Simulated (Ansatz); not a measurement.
Runs of Ansatz 0.2.0 on Ti. The structure is cubic, space group Im-3m (No. 229). The conventional cell has a = 3.282 Å, b = 3.282 Å, c = 3.282 Å, α = 90.00°, β = 90.00°, γ = 90.00°. Around Ti (site symmetry m-3m) lie 8 Ti at 2.84 Å. This isn't the form of Ti at room conditions, which is hcp.

| task | level | cell | points for each segment of the path | gap on the mesh (eV) | pressure (GPa) | relaxed volume (Å³/atom) |
| --- | --- | --- | --- | --- | --- | --- |
| relaxation of cell and atoms | PBE | relaxed | - | none | 0.0 | 17.24 |
| band structure | PBE | as given | 14 | none | (a) | - |
| band structure | PBEsol | as given | 14 | none | -6.8 | - |
| relaxation of cell and atoms | LDA | relaxed | - | - | 0.0 | 15.85 |
| band structure | LDA | as given | 14 | none | (b) | - |

Alike in all rows: potentials or basis Ansatz PAW; no spin polarisation; k mesh 11 × 11 × 11; cutoff (eV) 420; smearing fermi-dirac 0.05 eV.

Estimate the missing entries.

(a) -2.5; (b) -10.9.

Caveats: the PAW data sets come from PBE, with cores solved anew for the run's functional, which leaves a small shift of forces and pressure (some runs); the plane-wave basis is chosen anew once the cell has moved, so the energies of steps on either side of that aren't comparable (some runs); the volume moved by -10 % from the deposited cell, more than functionals usually miss (some runs).

A gap of «none» marks a metal or a gap under the smearing width.
